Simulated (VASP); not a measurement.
Runs of VASP 6.6.1 on WS2. The cell holds a sheet with vacuum, 3 atoms: a = 3.125 Å, b = 3.125 Å, c = 19.140 Å, α = 90.00°, β = 90.00°, γ = 120.00°. The cell was built by a generator and needn't be a form met in nature.

| task | level | spin | cell | k mesh | cutoff (eV) | dipole correction | grid for exact exchange (PRECFOCK) | exchange at q = 0 | screening parameter | gap on the mesh (eV) | largest force (eV/Å) |
| --- | --- | --- | --- | --- | --- | --- | --- | --- | --- | --- | --- |
| work function | PBEsol | off | P-6m2, 53.95 Å³/atom | 12 × 12 × 1 | 520 | yes | - | - | - | 1.99 | 0.05 |
| relaxation of cell and atoms | PBEsol+D3(BJ) | off | relaxed | 12 × 12 × 1 | 600 | no | - | - | - | 1.99 | - |
| work function | PBEsol | non-collinear, zero start, SOC | P-6m2, 53.95 Å³/atom | 12 × 12 × 1 | 520 | yes | - | - | - | - | (b) |
| work function | r2SCAN | off | P-6m2, 53.95 Å³/atom | 12 × 12 × 1 | 520 | yes | - | - | - | (c) | 0.15 |
| work function | PBE0 | off | P-6m2, 53.95 Å³/atom | 6 × 6 × 1 | 520 | yes | Fast | default | - | 3.27 | 0.12 |
| work function | HSE06 | off | P-6m2, 53.95 Å³/atom | 6 × 6 × 1 | 520 | yes | Fast | - | 0.2 1/A | (a) | 0.14 |

Alike in all rows: potentials or basis VASP PAW PBE potentials, release 64 (S, W_sv); smearing gaussian 0.03 eV.

Estimate the missing entries.

(a) 2.58; (b) 0.08; (c) 2.16.

Caveats: the PAW data sets were made with another functional, which shifts forces and pressure a little; spin-orbit coupling is left out, which moves the levels of the heavy elements (some runs).

A k mesh can miss the band edges, and rows without SOC leave out spin-orbit coupling on W.
